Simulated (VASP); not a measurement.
# Ni (Fm-3m) in VASP: a series of runs

One crystal, Ni, is run at these levels: LDA, r2SCAN+rVV10, PBE, rev-vdW-DF2; tasks: band structure.

All numbers are computed with VASP 6.6.1; they aren't measurements. Logs are shortened: lines on timing, memory, paths and dates and some standing lists are left out, and cuts for length are marked.

### Step 1. Starting point

Symmetry: Fm-3m, No. 225, cubic system. The conventional cell has a = 3.422 Å, b = 3.422 Å, c = 3.422 Å, α = 90.00°, β = 90.00°, γ = 90.00°. Ni (site symmetry m-3m) is surrounded by 12 Ni at 2.42 Å.

### Step 2. Band structure, LDA, collinear spin, ferromagnetic start

The input, INCAR:

```
PREC = Accurate ; ENCUT = 520
EDIFF = 1E-7 ; ISMEAR = 1
SIGMA = 0.1 ; LREAL = F
LASPH = T ; NELM = 150
ALGO = Normal ; ISIF = 2
LWAVE = F ; LCHARG = F
ISPIN = 2 ; MAGMOM = 2
LORBIT = 11 ; LMAXMIX = 4
GGA = CA ; NBANDS = 15
AMIX = 0.2 ; BMIX = 1E-4
AMIX_MAG = 0.8 ; BMIX_MAG = 1E-4
ICORELEVEL = 1
```

The input, KPOINTS:

```
regular mesh
0
Gamma
  18 18 18
```

The input, POSCAR:

```
Ni                                      
1.0
    0.0000000000      1.7110766121      1.7110766121
    1.7110766121      0.0000000000      1.7110766121
    1.7110766121      1.7110766121      0.0000000000
  Ni            
     1
Direct
     0.0000000000000000    0.0000000000000000    0.0000000000000000
```

The input, KPOINTS_OPT:

```
explicit points
206
Reciprocal
 0.0000000000  0.0000000000  0.0000000000 1
 0.0263157895  0.0000000000  0.0263157895 1
 0.0526315789  0.0000000000  0.0526315789 1
 0.0789473684  0.0000000000  0.0789473684 1
 0.1052631579  0.0000000000  0.1052631579 1
 0.1315789474  0.0000000000  0.1315789474 1
[... 198 lines left out ...]
 0.5000000000  0.2500000000  0.7500000000 1
 0.5000000000  0.0000000000  0.5000000000 1
```

Potentials or basis: VASP PAW LDA potentials, release 64 (Ni).

Started as:

```console
> cat potpaw_LDA.64/Ni/POTCAR > POTCAR
> mpirun -np 1 vasp_std > vasp.out
```

OUTCAR:

```text
PREC = Accurate
   ENCUT = 520
   EDIFF = 1E-7
   ISMEAR = 1
   LREAL = F
   LASPH = T
   NELM = 150
   ISIF = 2
   ISPIN = 2
   LORBIT = 11
   GGA = CA
   AMIX = 0.2
   AMIX_MAG = 0.8

 ion  position               nearest neighbor table
   1  0.000  0.000  0.000-

  LATTYP: Found a face centered cubic cell.
 ALAT       =     3.4221532242

  Lattice vectors:

 A1 = (   0.0000000000,   1.7110766121,   1.7110766121)
 A2 = (   1.7110766121,   0.0000000000,   1.7110766121)
 A3 = (   1.7110766121,   1.7110766121,   0.0000000000)

Analysis of symmetry for initial positions (statically):
=====================================================================
 Subroutine PRICEL returns:
 Original cell was already a primitive cell.

 Routine SETGRP: Setting up the symmetry group for a
 face centered cubic supercell.

 Subroutine GETGRP returns: Found 48 space group operations
 (whereof 48 operations were pure point group operations)
 out of a pool of 48 trial point group operations.

The static configuration has the point symmetry O_h .

Analysis of symmetry for dynamics (positions and initial velocities):
=====================================================================
 Subroutine PRICEL returns:
 Original cell was already a primitive cell.

 Routine SETGRP: Setting up the symmetry group for a
 face centered cubic supercell.

 Subroutine GETGRP returns: Found 48 space group operations
 (whereof 48 operations were pure point group operations)
 out of a pool of 48 trial point group operations.

The dynamic configuration has the point symmetry O_h .

Analysis of structural, dynamic, and magnetic symmetry:
=====================================================================
 Subroutine PRICEL returns:
 Original cell was already a primitive cell.

 Routine SETGRP: Setting up the symmetry group for a
 face centered cubic supercell.

 Subroutine GETGRP returns: Found 48 space group operations
 (whereof 48 operations were pure point group operations)
 out of a pool of 48 trial point group operations.

The overall configuration has the point symmetry O_h .

 Subroutine INISYM returns: Found 48 space group operations
 (whereof 48 operations are pure point group operations),
 and found     1 'primitive' translations

----------------------------------------------------------------------------------------

                                     Primitive cell

  volume of cell :      10.0193

  direct lattice vectors                    reciprocal lattice vectors
     0.000000000  1.711076612  1.711076612    -0.292213684  0.292213684  0.292213684
     1.711076612  0.000000000  1.711076612     0.292213684 -0.292213684  0.292213684
     1.711076612  1.711076612  0.000000000     0.292213684  0.292213684 -0.292213684

  length of vectors
     2.419827751  2.419827751  2.419827751     0.506128947  0.506128947  0.506128947

  position of ions in fractional coordinates (direct lattice)
     0.000000000  0.000000000  0.000000000

  ion indices of the primitive-cell ions
   primitive index   ion index
                 1           1

----------------------------------------------------------------------------------------

 KPOINTS: regular mesh

Automatic generation of k-mesh.
 Grid dimensions read from file:
 generate k-points for:   18   18   18

 Generating k-lattice:

  Cartesian coordinates                     Fractional coordinates (reciprocal lattice)
    -0.016234094  0.016234094  0.016234094     0.055555556  0.000000000  0.000000000
     0.016234094 -0.016234094  0.016234094     0.000000000  0.055555556  0.000000000
     0.016234094  0.016234094 -0.016234094     0.000000000  0.000000000  0.055555556

  Length of vectors
     0.028118275  0.028118275  0.028118275

  Shift w.r.t. Gamma in fractional coordinates (k-lattice)
     0.000000000  0.000000000  0.000000000

 Subroutine IBZKPT returns following result:
 ===========================================

 Found    195 irreducible k-points:

 Following reciprocal coordinates:
            Coordinates               Weight
  0.000000  0.000000  0.000000      1.000000
  0.055556  0.000000  0.000000      8.000000
  0.111111  0.000000  0.000000      8.000000
  0.166667  0.000000  0.000000      8.000000
  0.222222  0.000000  0.000000      8.000000
  0.277778  0.000000  0.000000      8.000000
[... 16 lines left out ...]
 -0.277778  0.055556  0.000000     24.000000
 -0.222222  0.055556  0.000000     24.000000
 [... further k-points ...]
   k-points           NKPTS =    195   k-points in BZ     NKDIM =    195   number of bands    NBANDS=     15
   number of dos      NEDOS =    301   number of ions     NIONS =      1
   total plane-waves  NPLWV =   5832
   dimension x,y,z NGX =    18 NGY =   18 NGZ =   18
   dimension x,y,z NGXF=    36 NGYF=   36 NGZF=   36
   ions per type =               1
   NGX,Y,Z   is equivalent  to a cutoff of  12.37, 12.37, 12.37 a.u.
   NGXF,Y,Z  is equivalent  to a cutoff of  24.73, 24.73, 24.73 a.u.
 SYSTEM =  unknown system
   PREC   = accura    normal or accurate (medium, high low for compatibility)
   ISTART =      0    job   : 0-new  1-cont  2-samecut
   ICHARG =      2    charge: 1-file 2-atom 10-const
   ISPIN  =      2    spin polarized calculation?
   LNONCOLLINEAR =      F non collinear calculations
   LSORBIT =      F    spin-orbit coupling
   LASPH  =      T    aspherical Exc in radial PAW
   ENCUT  =  520.0 eV  38.22 Ry    6.18 a.u.   4.50  4.50  4.50*2*pi/ulx,y,z
   NELM   =    150;   NELMIN=  2; NELMDL= -5     # of ELM steps
   EDIFF  = 0.1E-06   stopping-criterion for ELM
   LREAL  =      F    real-space projection
   EDIFFG = 0.1E-05   stopping-criterion for IOM
   NSW    =      0    number of steps for IOM
   IBRION =     -1    ionic relax: 0-MD 1-quasi-New 2-CG
   NFREE  =      0    steps in history (QN), initial steepest desc. (CG)
   ISIF   =      2    stress and relaxation
   ISYM   =      2    0-nonsym 1-usesym 2-fastsym
   POTIM  = 0.5000    time-step for ionic-motion
   TEBEG  =    0.0;   TEEND  =   0.0 temperature during run
   PSTRESS=    0.0 pullay stress
   NELECT =      10.0000    total number of electrons
   NUPDOWN=      -1.0000    fix difference up-down
   EMIN   =  10.00;   EMAX   =-10.00  energy-range for DOS
   EFERMI =   0.00;   METHOD = LEGACY
   ISMEAR =     1;   SIGMA  =   0.10  broadening in eV -4-tet -1-fermi 0-gaus
   EFERMI_NEDOS =   21; number of points for ismear=-14 and -15
   IALGO  =     38    algorithm
   IMIX   =      4    mixing-type and parameters
     AMIX     =   0.20;   BMIX     =  0.00
     AMIX_MAG =   0.80;   BMIX_MAG =  0.00
  volume/ion in A,a.u.               =      10.02        67.61
  Fermi-wavevector in a.u.,A,eV,Ry     =   1.636045  3.091678 36.417964  2.676645
  Thomas-Fermi vector in A             =   2.727417
   LORBIT       =     11    0 simple, 1 ext, 2 COOP (PROOUT), +10 PAW based schemes
   GGA     = CA    functional components
   LHFCALC =     F    Hartree Fock is set to
   AEXX    =    0.0000 exact exchange contribution
   IVDW    =     0    specifies the selected vdW correction
   LEPSILON=     F    determine dielectric tensor
   LRPA    =     F    only Hartree local field effects (RPA)
 spin polarized calculation
 Methfessel and Paxton  Order N= 1 SIGMA  =   0.10
  energy-cutoff  :      520.00
  volume of cell :       10.02
 maximum number of plane-waves:       283
 NGX is ok and might be reduce to    18
   NGX =  9   NGY =  9   NGZ =  9

 number of electron      10.0000000 magnetization       2.0000000

 number of electron       9.9999991 magnetization       0.5999941

 Free energy of the ion-electron system (eV)
  ---------------------------------------------------
  ext. energy  EPLUGINS =         0.00000000
  ---------------------------------------------------
  free energy    TOTEN  =        -6.58068649 eV

  energy without entropy =       -6.58095766  energy(sigma->0) =       -6.58077688

 the core state eigenenergies are
   1-  1s  -8153.6726  2s   -959.9042  2p   -825.2850  3s    -91.9987  3p    -52.9909

 E-fermi :  10.2510     XC(G=0): -14.1082

 val. band max:       10.2452858660   @ k =   0.4444   0.2222   0.0556
 cond. band min:      10.2543630459   @ k =  -0.3333   0.2778   0.1111
 fundamental gap:      0.0090771799
 Fermi energy:        10.2509887807

 spin component 1

 k-point     1 :       0.0000    0.0000    0.0000
  band No.  band energies     occupation
      1       0.6816      1.00000
      2       7.6754      1.00000
      3       7.6754      1.00000
      4       7.6754      1.00000
      5       8.9779      1.00000
      6       8.9779      1.00000
      7      34.7194      0.00000
      8      39.1362      0.00000
      9      39.1362      0.00000
     10      39.1362      0.00000
     11      42.4044      0.00000
     12      42.4044      0.00000
     13      42.4044      0.00000
     14      45.3670      0.00000
     15      52.3293      0.00000
[... 253 lines left out ...]
 k-point    16 :       0.3333    0.0556    0.0000
  band No.  band energies     occupation
      1       4.1132      1.00000
      2       7.4014      1.00000
      3       7.8174      1.00000
      4       7.9081      1.00000
      5       9.2834      1.00000
      6       9.4270      1.00000
      7      22.4530      0.00000
      8      33.7504      0.00000
      9      34.7791      0.00000
     10      37.9696      0.00000
     11      40.3728      0.00000
     12      43.0052      0.00000
     13      45.2909      0.00000
     14      50.1922      0.00000
     15      54.0383      0.00000

 Fermi energy:        10.2509887807

 spin component 2

 k-point     1 :       0.0000    0.0000    0.0000
  band No.  band energies     occupation
      1       0.7315      1.00000
      2       8.2899      1.00000
      3       8.2899      1.00000
      4       8.2899      1.00000
      5       9.5386      1.00000
      6       9.5386      1.00000
      7      34.7140      0.00000
      8      39.1861      0.00000
      9      39.1861      0.00000
     10      39.1861      0.00000
     11      42.5804      0.00000
     12      42.5804      0.00000
     13      42.5804      0.00000
     14      45.3530      0.00000
     15      52.5254      0.00000
[... 397 lines left out ...]
 k-point    24 :      -0.2222    0.0556    0.0000
  band No.  band energies     occupation
      1       3.0567      1.00000
      2       7.7889      1.00000
      3       8.5091      1.00000
      4       8.5740      1.00000
      5       9.4516      1.00000
      6       9.8256      1.00000
      7      26.3153      0.00000
      8      33.4309      0.00000
      9      36.9258      0.00000
     10      39.3424      0.00000
     11      41.7275      0.00000
     12      41.9154      0.00000
     13      46.5267      0.00000
     14      47.9078      0.00000
     15      51.0957      0.00000

 [... further k-points ...]

------------------------ aborting loop because EDIFF is reached ----------------------------------------

  FORCE on cell =-STRESS in cart. coord.  units (eV):
  Direction    XX          YY          ZZ          XY          YZ          ZX
  --------------------------------------------------------------------------------------
  -------------------------------------------------------------------------------------
  Total        0.0092044      0.0092044      0.0092044     -0.0000000      0.0000000     -0.0000000
  in kB        1.4718683      1.4718683      1.4718683     -0.0000000      0.0000000     -0.0000000
  external PRESSURE =       1.4718683 kB  Pullay stress =       0.0000000 kB

 VOLUME and BASIS-vectors are now :
 -----------------------------------------------------------------------------
  energy-cutoff  :      520.00
  volume of cell :       10.02
      direct lattice vectors                 reciprocal lattice vectors
     0.000000000  1.711076612  1.711076612    -0.292213684  0.292213684  0.292213684
     1.711076612  0.000000000  1.711076612     0.292213684 -0.292213684  0.292213684
     1.711076612  1.711076612  0.000000000     0.292213684  0.292213684 -0.292213684

 POSITION                                       TOTAL-FORCE (eV/Angst)
 -----------------------------------------------------------------------------------
      0.00000      0.00000      0.00000         0.000000      0.000000      0.000000
 -----------------------------------------------------------------------------------
    total drift:                                0.000000     -0.000000     -0.000000

  FREE ENERGIE OF THE ION-ELECTRON SYSTEM (eV)
  ---------------------------------------------------
  free  energy   TOTEN  =        -6.5806864871 eV

  energy  without entropy=       -6.5809576580  energy(sigma->0) =       -6.58077688

 total charge

# of ion       s       p       d       tot
------------------------------------------
    1        0.536   0.574   8.367   9.478

 magnetization (x)

# of ion       s       p       d       tot
------------------------------------------
    1       -0.004  -0.018   0.621   0.599
```

Wall time 60 s (1 thread of Intel Xeon Platinum 8488C (Sapphire Rapids), shared host); peak memory 0.18 GiB.

Results:

| Item | Value |
| --- | --- |
| Free energy | -6.5807 eV |
| Pressure | 0.1 GPa |
| Band gap along the path | none (metal or under the smearing width) |
| Net moment | 0.60 μB per cell |
| Site moments | Ni +0.60 μB |
| Valence electrons inside the program's atomic spheres | Ni 9.48 |

Levels at the corners of the path, in eV from the Fermi level:
Spin up:
```tsv
point	band 2	band 3	band 4	band 5	band 6	band 7	band 8	band 9
Γ	-2.58	-2.58	-2.58	-1.27	-1.27	24.47	28.89	28.89
X	-4.59	-0.46	-0.32	-0.32	2.51	10.04	15.55	15.55
X	-4.59	-0.46	-0.32	-0.32	2.51	10.04	15.55	15.55
W	-3.31	-3.31	-1.36	-0.32	8.25	8.25	10.63	12.01
W	-3.31	-3.31	-1.36	-0.32	8.25	8.25	10.63	12.01
K	-4.05	-2.23	-1.10	-0.61	6.12	7.79	10.78	18.07
K	-4.05	-2.23	-1.10	-0.61	6.12	7.79	10.78	18.07
Γ	-2.58	-2.58	-2.58	-1.27	-1.27	24.47	28.89	28.89
Γ	-2.58	-2.58	-2.58	-1.27	-1.27	24.47	28.89	28.89
L	-2.58	-2.58	-0.49	-0.49	-0.41	6.33	22.95	26.02
L	-2.58	-2.58	-0.49	-0.49	-0.41	6.33	22.95	26.02
U	-4.05	-2.23	-1.10	-0.61	6.12	7.79	10.78	18.07
U	-4.05	-2.23	-1.10	-0.61	6.12	7.79	10.78	18.07
W	-3.31	-3.31	-1.36	-0.32	8.25	8.25	10.63	12.01
W	-3.31	-3.31	-1.36	-0.32	8.25	8.25	10.63	12.01
L	-2.58	-2.58	-0.49	-0.49	-0.41	6.33	22.95	26.02
L	-2.58	-2.58	-0.49	-0.49	-0.41	6.33	22.95	26.02
K	-4.05	-2.23	-1.10	-0.61	6.12	7.79	10.78	18.07
U	-4.05	-2.23	-1.10	-0.61	6.12	7.79	10.78	18.07
X	-4.59	-0.46	-0.32	-0.32	2.51	10.04	15.55	15.55
```
Spin down:
```
point  band 2  band 3  band 4  band 5  band 6  band 7
    Γ   -1.96   -1.96   -1.96   -0.71   -0.71   24.46
    X   -4.08    0.13    0.39    0.39    2.57   10.33
    X   -4.08    0.13    0.39    0.39    2.57   10.33
    W   -2.80   -2.80   -0.82    0.39    8.47    8.47
    W   -2.80   -2.80   -0.82    0.39    8.47    8.47
    K   -3.59   -1.71   -0.54    0.08    6.37    8.02
    K   -3.59   -1.71   -0.54    0.08    6.37    8.02
    Γ   -1.96   -1.96   -1.96   -0.71   -0.71   24.46
    Γ   -1.96   -1.96   -1.96   -0.71   -0.71   24.46
    L   -2.04   -2.04   -0.37    0.16    0.16    6.72
    L   -2.04   -2.04   -0.37    0.16    0.16    6.72
    U   -3.59   -1.71   -0.54    0.08    6.37    8.02
    U   -3.59   -1.71   -0.54    0.08    6.37    8.02
    W   -2.80   -2.80   -0.82    0.39    8.47    8.47
    W   -2.80   -2.80   -0.82    0.39    8.47    8.47
    L   -2.04   -2.04   -0.37    0.16    0.16    6.72
    L   -2.04   -2.04   -0.37    0.16    0.16    6.72
    K   -3.59   -1.71   -0.54    0.08    6.37    8.02
    U   -3.59   -1.71   -0.54    0.08    6.37    8.02
    X   -4.08    0.13    0.39    0.39    2.57   10.33
```

Core levels (eV, on the scale of the bands):
```tsv
atom	levels
1 Ni	1s -8153.7, 2s -959.9, 2p -825.3, 3s -92.0, 3p -53.0
```

(Continued in part 2 of 2.)
